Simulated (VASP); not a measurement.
Set up this calculation in VASP 6.6.1, as the native input.

```
Task                   : relaxation of cell and atoms
Functional             : LDA
Potentials or basis    : VASP PAW LDA potentials, release 64 (Na_pv, Cl)
Cutoff                 : 600 eV
k mesh                 : 8 × 8 × 8
Occupations            : gaussian, width 0.03 eV
Spin                   : no spin polarisation
Further INCAR settings : ALGO = Normal; EDIFF = 1e-07; IBRION = 2; EDIFFG = -0.005; NSW = 90; ISIF = 3
```

The structure of NaCl lies in POSCAR:

```
NaCl                                    
1.0
    0.0000000000      2.7342198651      2.7342198651
    2.7342198651     -0.0000000000      2.7342198651
    2.7342198651      2.7342198651      0.0000000000
  Na              Cl            
     1     1
Direct
     0.0000000000000000    0.0000000000000000    0.0000000000000000
     0.5000000000000000    0.5000000000000000    0.5000000000000000
```

These files were run (other wordings do the same):

INCAR

```
SYSTEM = NaCl
ALGO = Normal
EDIFF = 1E-7
EDIFFG = -0.005
ENCUT = 600
IBRION = 2
ISIF = 3
ISMEAR = 0
LASPH = .TRUE.
LCHARG = .FALSE.
LREAL = .FALSE.
LWAVE = .FALSE.
NELM = 80
NSW = 90
PREC = Accurate
SIGMA = 0.03
```

KPOINTS

```
k-points
0
G
  8 8 8
  0 0 0
```

Potentials or basis: VASP PAW LDA potentials, release 64 (Na_pv, Cl).

The run is started by

```console
$ cat potpaw_LDA.64/Na_pv/POTCAR potpaw_LDA.64/Cl/POTCAR > POTCAR
$ mpirun -np 1 vasp_std > vasp.out
```

It gave:

The relaxed volume is 20.43 Å³/atom. The relaxed cell is a = 3.866 Å, b = 3.866 Å, c = 3.866 Å, α = 60.00°, β = 60.00°, γ = 60.00°, the space group after relaxing (to 0.05 Å) is Fm-3m (No. 225) and the energy gained by relaxing is 0.0 meV/atom. The ionic steps are 2, the pressure after relaxing is 0.0 GPa and the band gap on the k mesh is 5.07 eV, direct.

Wall time 6 s on 1 thread of Intel(R) Xeon(R) 6975P-C (Granite Rapids) (shared host), peak memory 0.15 GiB.
